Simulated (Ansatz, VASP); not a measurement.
## Zn in VASP and in Ansatz

```xyz
1
Lattice="0.0000 2.0029 2.0029 2.0029 0.0000 2.0029 2.0029 2.0029 0.0000" Properties=species:S:1:pos:R:3 pbc="T T T"
Zn    0.0000    0.0000    0.0000
```

Alike in both runs: task single point; functional PBE; k mesh 18 × 18 × 18; occupations gaussian, width 0.1 eV; no spin polarisation.

|  | VASP | Ansatz |
| --- | --- | --- |
| version | VASP 6.6.1 | Ansatz 0.2.0 |
| potentials or method | VASP PAW PBE potentials, release 64 (Zn) | scalar-relativistic, plane waves, PAW |
| plane-wave cutoff (eV) | 520 | 420 |
| valence electrons in the cell | 12 | 12 |

|  | VASP | Ansatz | Ansatz less VASP |
| --- | --- | --- | --- |
| gap on the k mesh at the Fermi level (eV) | none | none | - |
| pressure (GPa) | -3.1 | -3.4 | -0.32 |

A gap of «none» marks a metal or a gap that the smearing closes. The functional is the same, so the differences come from potentials, cutoffs and numerics.
